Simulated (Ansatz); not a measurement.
**Pressure against volume: BaTiO$_{3}$**

```
CELL_PARAMETERS angstrom
3.99980 0.00000 0.00000
0.00000 3.99980 0.00000
0.00000 0.00000 4.01800
ATOMIC_POSITIONS crystal
Ba 0.00000 0.00000 0.00000
Ti 0.50000 0.50000 0.50000
O 0.50000 0.50000 0.00000
O 0.50000 0.00000 0.50000
O 0.00000 0.50000 0.50000
```

The geometry is COD entry 2100860, unchecked; take it as a test cell.

No spin–orbit coupling, which matters for the heavy atoms here.

Levels of theory: DFT, PBEsol, all-electron LAPW, scalar-relativistic (Ansatz 0.2.0); DFT, PBEsol, PAW with Ansatz's default frozen-core files, scalar-relativistic (Ansatz 0.2.0).

For LAPW: a Γ-centred 7×7×7 k mesh, Fermi–Dirac smearing of 0.03 eV, basis error target 1 meV/atom, no spin polarisation. PAW takes a cutoff of 420 eV at this cell (files made with PBE, cores remade for this functional). The Ansatz runs share mesh, smearing and spin set-up. Plane-wave (PAW) pressures include the program's estimate of the Pulay term.

The cell above is scaled evenly, with fractional coordinates and shape held.

(1) Estimate the equilibrium volume and bulk modulus that all-electron LAPW gives for this fixed shape.

## Answers

(1) V0 = 12.51 Å³/atom, B0 = 180 GPa, B0′ = 4.5, from a third-order Birch–Murnaghan fit to these pressures:
```tsv
V/V(cell)	V (Å³/atom)	P, LAPW (GPa)	P, PAW (GPa)	gap on the k mesh, LAPW (eV)
0.9400	12.085	6.79	6.79	1.91
0.9800	12.599	-1.21	-1.22	1.86
1.0000	12.856	-4.58	-4.59	1.82
1.0100	12.985	-6.12	-6.14	1.79
1.0400	13.371	-10.27	-10.29	1.73
```
